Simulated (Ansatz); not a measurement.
A plane-wave DFT run in Ansatz 0.2.0 (scalar-relativistic PAW potentials unless the input names others): input and command.

```yaml
crystal:
  lattice:
    - [0.0, 2.2738965622, 2.2738965622]
    - [2.2738965622, 0.0, 2.2738965622]
    - [2.2738965622, 2.2738965622, 0.0]
  atoms:
    - { symbol: Hf, position: [-0.0068204361, 0.0052923413, 0.0016766306] }
    - { symbol: "N", position: [0.5068204361, 0.4947076587, 0.4983233694] }
basis:
  ecutwfc: 420
kpoints:
  mp_grid: { grid: [12, 12, 12] }
hamiltonian:
  xc: pbe
scf:
  occupations: { method: gaussian, width: 0.15 }
  max_iter: 75
output:
  forces: true
  eigenvalues: true
  stress: true
total_charge: 0.5
```

```bash
ansatz run input.yaml --threads 1 --pin off --max-ram 2560MiB --backend cpu --events-out ev --progress --plain --runs-dir out
```

Abridged log:
```
Basis set: ecut = 420 eV, 459 PW (Γ), exchange–correlation on 48×48×48 points (8 copies of the dense FFT grid, shifted against one another)
Bands: 20, of which v1, the nominal top of the filled ones, is band 15 counted from 1 (14 counted from 0)
Symmetry: 1 space group operations
k-points: 868 of 1728 (time reversal used)
SCF iter   1: F=—  HF=-16121.053332 eV  |F-HF|=—  |Δ(HF+E_count)|=         —  Δρ=9.51e-2  dr2=1.85e0  ethr=1.77e-3  ⟨swp⟩=4.5  Hψ=68593  notcnv=0
SCF iter   2: F=—  HF=-16120.463824 eV  |F-HF|=—  |Δ(HF+E_count)|=   5.90e-1  Δρ=4.38e-2  dr2=4.14e-1  ethr=1.77e-3  ⟨swp⟩=2.0  Hψ=41219  notcnv=0  defer=449
SCF iter   3: F=—  HF=-16120.213310 eV  |F-HF|=—  |Δ(HF+E_count)|=   2.51e-1  Δρ=6.54e-3  dr2=1.04e-2  ethr=1.36e-3  ⟨swp⟩=2.0  Hψ=33953  notcnv=0  defer=449
SCF iter   4: F=—  HF=-16120.213417 eV  |F-HF|=—  |Δ(HF+E_count)|=   1.07e-4  Δρ=4.59e-3  dr2=1.90e-3  ethr=3.42e-5  ⟨swp⟩=2.0  Hψ=31018  notcnv=0  defer=449
SCF iter   5: F=—  HF=-16120.221712 eV  |F-HF|=—  |Δ(HF+E_count)|=   8.30e-3  Δρ=1.04e-3  dr2=2.14e-4  ethr=6.24e-6  ⟨swp⟩=2.1  Hψ=30495  notcnv=0  defer=449
SCF iter   6: F=—  HF=-16120.221312 eV  |F-HF|=—  |Δ(HF+E_count)|=   4.01e-4  Δρ=5.88e-5  dr2=2.65e-7  ethr=7.03e-7  ⟨swp⟩=2.4  Hψ=31167  notcnv=0  defer=449
SCF iter   7: F=—  HF=-16120.221307 eV  |F-HF|=—  |Δ(HF+E_count)|=   4.49e-6  Δρ=1.07e-5  dr2=1.68e-8  ethr=3.28e-10  ⟨swp⟩=9.3  Hψ=103807  notcnv=0
SCF iter   8: F=-16120.221307 eV  HF=-16120.221307 eV  |F-HF|=9.50e-10  |Δ(HF+E_count)|=   3.53e-9  Δρ=2.31e-6  dr2=1.13e-9  ethr=5.52e-11  ⟨swp⟩=2.9  Hψ=64895  notcnv=0
SCF 1 converged in 8 iterations: F = -16120.221307 eV  dr2 = 1.13e-9
SCF converged after 8 iterations
Free energy (F): -16120.221307 eV
Harris-Foulkes:  -16120.221307 eV  (|F-HF|=9.50e-10)
Internal energy: -16120.216799 eV  (E = F + TS)
E sigma→0 (E₀):  -16120.219053 eV
Entropy (-TS):   -0.004508 eV (-2.254 meV/atom)
Fermi energy:    22.709204 eV
--- Forces (eV/Å), atoms counted from 1 ---
  atom   1  Hf    -0.33647752     0.24790552     0.07350301
  atom   2  N      0.33643187    -0.24787154    -0.07349276
--- Stress (GPa, compression-positive) ---
       24.020113       0.020743       0.006128
        0.020743      23.868326      -0.004497
        0.006128      -0.004497      23.703364
  P = ⅓ Tr σ = 23.8639 GPa (238.639 kbar)
```

Problem. What is wrong with this input?

Solution. The fault is a net charge on a solid that should be neutral, 0.5 electrons a cell too few, offset by a uniform background, so that energy and pressure hang on that convention (total_charge: not typed → 0.5, the first being the value of the sound run). Setting it back cures it. The run converged all the same, with a total energy on another zero, pressure 23.86 GPa (with the neutralising background of the charged cell), largest force 0.424 eV/Å, no gap on the mesh, so convergence alone doesn't show that an input is right. A reference run from the same start on usual settings converged with pressure 0.13 GPa, largest force 0.443 eV/Å, no gap on the mesh.

It took 46 s on 1 thread of Intel(R) Xeon(R) Platinum 8488C (Sapphire Rapids) (shared host), peak memory 0.7 GiB.